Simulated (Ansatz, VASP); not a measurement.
## Two plane-wave programs on MgH

```
Mg H
1.0
     2.98424    0.00000    0.00000
     0.00000    2.98424    0.00000
     0.00000    0.00000    5.39730
Mg H
2 2
Direct
  0.00000 0.50000 0.75756
  0.50000 0.00000 0.24244
  0.00000 0.50000 0.37574
  0.50000 0.00000 0.62426
```

Change from the starting cell: species swapped into the HfAu type (P4/nmm, No. 129).

Alike in both runs: task relaxation of cell and atoms; functional PBE; k mesh 16 × 16 × 10; occupations gaussian, width 0.1 eV; no spin polarisation.

|  | VASP | Ansatz |
| --- | --- | --- |
| version | VASP 6.6.1 | Ansatz 0.2.0 |
| potentials or method | VASP PAW PBE potentials, release 64 (Mg, H) | scalar-relativistic, plane waves, PAW |
| plane-wave cutoff (eV) | 600 | 420 |
| valence electrons in the cell | 6 | 22 |

```csv
,VASP,Ansatz,Ansatz less VASP
"gap on the k mesh at the Fermi level, each at its own relaxed structure (eV)",none,none,-
relaxed volume (Å³/atom),12.02,12.07,+0.050
relaxed cell length with the largest relative difference (Å),5.397,5.410,+0.0129
```

A gap of «none» marks a metal or a gap that the smearing closes. The two sets of potentials don't hold the same shells in valence.

Caveats: the relaxation stopped at its first step, so nothing moved.
